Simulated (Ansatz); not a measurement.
# CdI2: the cell at several levels of theory

Aim: relax the known phase of CdI2 (P-3m1) with 3 atoms a cell with PBE-D3(BJ), r2SCAN+rVV10 and PBE-D4 and see how far the functionals disagree on the cell.

Program: Ansatz 0.2.0. PAW datasets, plane waves, zero pressure. Computed at 0 K without zero-point motion; spin polarisation is off.

## Step 1: The structure to begin with

It is trigonal, P-3m1 (No. 164); a = 4.244 Å, c = 6.859 Å in the conventional setting, 35.66 Å³ an atom. Near Cd stand 6 I at 2.99 Å; near I stand 3 Cd at 2.99 Å.

As a file:

```cif
data_structure
_symmetry_space_group_name_H-M 'P 1'
_symmetry_Int_Tables_number 1
_cell_length_a 4.2440
_cell_length_b 4.2440
_cell_length_c 6.8590
_cell_angle_alpha 90.000
_cell_angle_beta 90.000
_cell_angle_gamma 120.000
_cell_volume 106.99
loop_
_atom_site_label
_atom_site_type_symbol
_atom_site_fract_x
_atom_site_fract_y
_atom_site_fract_z
_atom_site_occupancy
Cd1 Cd 0.00000 0.00000 0.00000 1
I1 I 0.33333 0.66667 0.24920 1
I2 I 0.66667 0.33333 0.75080 1
```

## Step 2: Relaxing with PBE-D3(BJ)

input.yaml reads:

```yaml
crystal:
  lattice:
    - [4.244, 0.0, 0.0]
    - [-2.122, 3.6754118137, 0.0]
    - [0.0, 0.0, 6.859]
  atoms:
    - { symbol: Cd, position: [0.0, 0.0, 0.0] }
    - { symbol: I, position: [0.3333333333, 0.6666666667, 0.2492] }
    - { symbol: I, position: [0.6666666667, 0.3333333333, 0.7508] }
kpoints:
  mp_grid: { grid: [6, 6, 4] }
hamiltonian:
  xc: pbe
  dispersion: d3bj
scf:
  occupations: { method: fermi_dirac, width: 0.02 }
relax:
  f_tol: 0.005
  cell: {}
```

Run with:

```bash
$ ansatz run input.yaml --threads 2 --pin off --max-ram 2211MiB --backend cpu --events-out ev --progress --plain --runs-dir out
```

The program printed, shortened:

```text
Warning: RAYON_NUM_THREADS=2 ignored (pool sized by the plan → 2); use --threads N
[...]
Pseudopotentials: kind: paw
Pseudopotential: Cd, paw, valence charge 20, recommended cutoff 420 eV (normal), Cd.paw.azcp
Pseudopotential: I, paw, valence charge 17, recommended cutoff 420 eV (normal), I.paw.azcp
Functional definition: PBE
[...]
Crystal: 3 atoms, lattice volume = 106.990 Å³
Basis set: ecut = 420 eV, 2081 PW (Γ), exchange–correlation on 60×60×96 points (8 copies of the dense FFT grid, shifted against one another)
Bands: 33, of which v1, the nominal top of the filled ones, is band 27 counted from 1 (26 counted from 0)
Symmetry: 12 space group operations
Space group: P-3m1 (ITA 164), of the structure as read, at distance tolerance 4.7e-5 Å
k-points: 24 of 144
[...]
SCF iter   1: F=—  HF=-23282.985667 eV  |F-HF|=—  |Δ(HF+E_count)|=         —  Δρ=5.91e-4  dr2=3.41e-4  ethr=1.77e-3  ⟨swp⟩=8.1  Hψ=3732  notcnv=0
[...]
relax step   1: F+E_penalty+E_count = -23282.98604161 eV  Δ(F+E_penalty+E_count) = +0.000e0 eV  max|allowed force component| = 1.220e-1 eV/Å  Δτ_max = 0.0000 Å  P = +0.288 GPa  Ω = 106.990 Å³  (7 SCF iters, dr2 threshold 1.00e-7 eV, accepted)
[...]
relax step   3: F+E_penalty+E_count = -23282.98897433 eV  Δ(F+E_penalty+E_count) = -2.933e-3 eV  max|allowed force component| = 1.383e-3 eV/Å  Δτ_max = 0.0276 Å  P = +0.015 GPa  Ω = 106.427 Å³  energy of the carried Pulay correction = +9.719e-5 eV  (10 SCF iters, accepted)
[...]
relax step   4: F+E_penalty+E_count = -23282.98888702 eV  Δ(F+E_penalty+E_count) = +8.731e-5 eV  max|allowed force component| = 1.388e-3 eV/Å  Δτ_max = 0.0000 Å  P = +0.016 GPa  Ω = 106.427 Å³  stress off target by 3.53e-2 GPa  SCF on the basis re-selected at this cell (its energy is not [...]
SCF converged after 4 iterations
Free energy (F): -23282.988887 eV
[...]
E sigma→0 (E₀):  -23282.988887 eV
Fermi energy:    7.498105 eV
[...]
--- Forces (eV/Å), atoms counted from 1 ---
  atom   1  Cd     0.00000000     0.00000000     0.00000000
  atom   2  I      0.00000000     0.00000000     0.00138782
  atom   3  I      0.00000000     0.00000000    -0.00138782
[...]
--- Stress (GPa, compression-positive) ---
        0.035315       0.000000       0.000000
        0.000000       0.035315      -0.000000
        0.000000      -0.000000      -0.023645
  P = ⅓ Tr σ = 0.0157 GPa (0.157 kbar)
--- Relaxed structure (3 steps of the walk, 2 accepted, 1 SCFs on fresh bases) ---
  F+E_penalty+E_count = -23282.98888702 eV   max|allowed force component| = 1.388e-3 eV/Å   (the final SCF, on the basis selected at the relaxed cell)
  cell:  # Å, volume = 106.4273 Å³
    - [4.2399145174302495, 0.0, 0.0]
    - [-2.1199572587151247, 3.671873681969035, -1.590478567536939e-33]
    - [0.0, -2.9681279398760593e-33, 6.836099950787923]
  atoms:
    - { symbol: Cd, position: [-2.0168917628830863e-35, 0.0, 0.0] }
    - { symbol: I, position: [0.33333333333333326, 0.6666666666666665, 0.2532255740169149] }
    - { symbol: I, position: [0.6666666666666665, 0.33333333333333326, 0.7467744259830851] }
```

It took 17 s on 2 threads of Arm Neoverse N1, shared host; peak memory 0.43 GiB.

Step by step:

| step | energy change (meV/atom) | largest force (eV/Å) | pressure (GPa) | volume (Å³/atom) |
| --- | --- | --- | --- | --- |
| 1 | 0.0 | 0.1220 | 0.29 | 35.663 |
| 2* | 0.4 | 0.1427 | -0.20 | 35.133 |
| 3 | -1.0 | 0.0014 | 0.02 | 35.476 |
| 4 | -0.9 | 0.0014 | 0.02 | 35.476 |

A star marks a trial step that the optimiser took back.

The table lists every geometry solved, with passes on a fresh basis, whose energies don't compare exactly with the rows above.

|  | before | after | change |
| --- | --- | --- | --- |
| a (Å) | 4.244 | 4.240 | -0.10 % |
| c (Å) | 6.859 | 6.836 | -0.33 % |
| volume (Å³/atom) | 35.663 | 35.476 | -0.53 % |
| shortest distance (Å) | 2.988 | 2.998 | +0.36 % |
| space group | P-3m1 | P-3m1 | same |

## Step 3: Relaxing with r2SCAN+rVV10

It starts from the cell of step 2.

input.yaml reads:

```yaml
crystal:
  lattice:
    - [4.2399145174, 0.0, 0.0]
    - [-2.1199572587, 3.671873682, 0.0]
    - [0.0, 0.0, 6.8360999508]
  atoms:
    - { symbol: Cd, position: [0.0, 0.0, 0.0] }
    - { symbol: I, position: [0.3333333333, 0.6666666667, 0.253225574] }
    - { symbol: I, position: [0.6666666667, 0.3333333333, 0.746774426] }
kpoints:
  mp_grid: { grid: [6, 6, 4] }
hamiltonian:
  xc: r2scan
  dispersion: rvv10
scf:
  occupations: { method: fermi_dirac, width: 0.02 }
relax:
  f_tol: 0.005
  cell: {}
```

Run with:

```bash
$ ansatz run input.yaml --threads 2 --pin off --max-ram 2211MiB --backend cpu --events-out ev --progress --plain --runs-dir out
```

The program printed, shortened:

```text
Warning: RAYON_NUM_THREADS=2 ignored (pool sized by the plan → 2); use --threads N
[...]
Pseudopotentials: kind: paw
Pseudopotential: Cd, paw, valence charge 20, recommended cutoff 500 eV (meta_gga), Cd.paw.azcp
Pseudopotential: I, paw, valence charge 17, recommended cutoff 500 eV (meta_gga), I.paw.azcp
Functional definition: r2SCAN+rVV10
[...]
Crystal: 3 atoms, lattice volume = 106.427 Å³
Basis set: ecut = 500 eV, 2719 PW (Γ), exchange–correlation on 144×144×240 points (64 copies of the dense FFT grid, shifted against one another)
Bands: 33, of which v1, the nominal top of the filled ones, is band 27 counted from 1 (26 counted from 0)
Symmetry: 12 space group operations
Space group: P-3m1 (ITA 164), of the structure as read, at distance tolerance 4.7e-5 Å
k-points: 24 of 144
[...]
rVV10 density: all electrons in the spheres
[...]
  atom   2  I      0.00000000     0.00000000     0.00261720
  atom   3  I     -0.00000000    -0.00000000    -0.00261720
[...]
--- Stress (GPa, compression-positive) ---
       -0.005312       0.000000       0.000000
        0.000000      -0.005312       0.000000
        0.000000       0.000000       0.042701
  P = ⅓ Tr σ = 0.0107 GPa (0.107 kbar)
--- Relaxed structure (4 steps of the walk, 3 accepted, 1 SCFs on fresh bases) ---
  F+E_penalty+E_count = -23320.35269818 eV   max|allowed force component| = 2.617e-3 eV/Å   (the final SCF, on the basis selected at the relaxed cell)
  cell:  # Å, volume = 107.6068 Å³
    - [4.248356895916519, 2.7569770864477094e-33, 4.923893619187044e-18]
    - [-2.1241784479582595, 3.679184996206508, -2.461946809593523e-18]
    - [7.93889329359595e-18, -1.852137471122153e-33, 6.884415179527344]
  atoms:
    - { symbol: Cd, position: [5.998838654792294e-35, 2.159883773911306e-86, 9.273015376718553e-69] }
    - { symbol: I, position: [0.3333333333333333, 0.6666666666666666, 0.24955923205494818] }
    - { symbol: I, position: [0.6666666666666666, 0.3333333333333333, 0.7504407679450519] }
```

Wall time 74 s (2 threads of Arm Neoverse N1, shared host); peak memory 0.82 GiB.

The steps:

| step | energy change (meV/atom) | largest force (eV/Å) | pressure (GPa) | volume (Å³/atom) |
| --- | --- | --- | --- | --- |
| 1 | 0.0 | 0.0742 | 0.00 | 35.476 |
| 2* | 0.7 | 0.1261 | 0.17 | 36.215 |
| 3 | -0.5 | 0.0060 | 0.02 | 35.847 |
| 4 | -0.5 | 0.0026 | 0.01 | 35.869 |
| 5 | -0.6 | 0.0026 | 0.01 | 35.869 |

A star marks a trial step that the optimiser took back.

Step 5 solves the same cell on a plane-wave basis chosen anew, so the energy can jump there without a move.

The table lists every geometry solved, with passes on a fresh basis, whose energies don't compare exactly with the rows above.

```
                       before   after   change
                a (Å)   4.240   4.248  +0.20 %
                c (Å)   6.836   6.884  +0.71 %
     volume (Å³/atom)  35.476  35.869  +1.11 %
shortest distance (Å)   2.998   2.995  -0.12 %
          space group   P-3m1   P-3m1     same
```

## Step 4: PBE-D4: cell and atoms

Changes to input.yaml since step 3:

```diff
@@ -12,4 +12,4 @@
 hamiltonian:
-  xc: r2scan
-  dispersion: rvv10
+  xc: pbe
+  dispersion: d4
 scf:
```

Run with:

```bash
$ ansatz run input.yaml --threads 2 --pin off --max-ram 2211MiB --backend cpu --events-out ev --progress --plain --runs-dir out
```

The program printed, shortened:

```text
Warning: RAYON_NUM_THREADS=2 ignored (pool sized by the plan → 2); use --threads N
[...]
Pseudopotentials: kind: paw
Pseudopotential: Cd, paw, valence charge 20, recommended cutoff 420 eV (normal), Cd.paw.azcp
Pseudopotential: I, paw, valence charge 17, recommended cutoff 420 eV (normal), I.paw.azcp
Functional definition: PBE
[...]
Crystal: 3 atoms, lattice volume = 106.427 Å³
Basis set: ecut = 420 eV, 2069 PW (Γ), exchange–correlation on 60×60×96 points (8 copies of the dense FFT grid, shifted against one another)
Bands: 33, of which v1, the nominal top of the filled ones, is band 27 counted from 1 (26 counted from 0)
Symmetry: 12 space group operations
Space group: P-3m1 (ITA 164), of the structure as read, at distance tolerance 4.7e-5 Å
k-points: 24 of 144
[...]
SCF iter   1: F=—  HF=-23283.059534 eV  |F-HF|=—  |Δ(HF+E_count)|=         —  Δρ=5.94e-4  dr2=3.82e-4  ethr=1.77e-3  ⟨swp⟩=8.0  Hψ=3742  notcnv=0  defer=2
[...]
  atom   2  I     -0.00000000     0.00000000    -0.00036313
  atom   3  I      0.00000000    -0.00000000     0.00036313
[...]
--- Stress (GPa, compression-positive) ---
        0.008527       0.000000       0.000000
        0.000000       0.008527      -0.000000
        0.000000      -0.000000      -0.030615
  P = ⅓ Tr σ = -0.0045 GPa (-0.045 kbar)
--- Relaxed structure (2 steps of the walk, 2 accepted, 1 SCFs on fresh bases) ---
  F+E_penalty+E_count = -23283.05995520 eV   max|allowed force component| = 3.631e-4 eV/Å   (the final SCF, on the basis selected at the relaxed cell)
  cell:  # Å, volume = 106.2642 Å³
    - [4.240531933795677, 0.0, -9.122885356310575e-19]
    - [-2.1202659668978385, 3.672408380226208, 4.56144267815528e-19]
    - [-1.4709012617826703e-18, 1.4817099768977223e-33, 6.823630766492291]
  atoms:
    - { symbol: Cd, position: [-1.7259611957556452e-34, -7.284844012122321e-37, -2.1146602698197328e-20] }
    - { symbol: I, position: [0.33333333333333337, 0.6666666666666667, 0.2534768891342749] }
    - { symbol: I, position: [0.6666666666666666, 0.33333333333333337, 0.7465231108657251] }
```

Wall time 12 s (2 threads of Arm Neoverse N1, shared host); peak memory 0.43 GiB.

Step by step:

| step | energy change (meV/atom) | largest force (eV/Å) | pressure (GPa) | volume (Å³/atom) |
| --- | --- | --- | --- | --- |
| 1 | 0.0 | 0.0029 | -0.03 | 35.476 |
| 2 | 0.0 | 0.0004 | 0.00 | 35.421 |
| 3 | 0.0 | 0.0004 | 0.00 | 35.421 |

The table lists every geometry solved, with passes on a fresh basis, whose energies don't compare exactly with the rows above.

```
                       before   after   change
                a (Å)   4.240   4.241  +0.01 %
                c (Å)   6.836   6.824  -0.18 %
     volume (Å³/atom)  35.476  35.421  -0.15 %
shortest distance (Å)   2.998   2.998  -0.02 %
          space group   P-3m1   P-3m1     same
```

## Step 5: All levels compared

```
       level  a (Å)  c (Å)  volume (Å³/atom)  space group  SCF geometries
  PBE-D3(BJ)  4.240  6.836            35.476        P-3m1               4
r2SCAN+rVV10  4.248  6.884            35.869        P-3m1               5
      PBE-D4  4.241  6.824            35.421        P-3m1               3
```

What this shows: The first relaxation changed the volume by -0.5 % from the start. The volume runs from PBE-D4 (least) to r2SCAN+rVV10 (most), a spread of 1.3 %, or 0.4 % in length if all axes shared it alike.
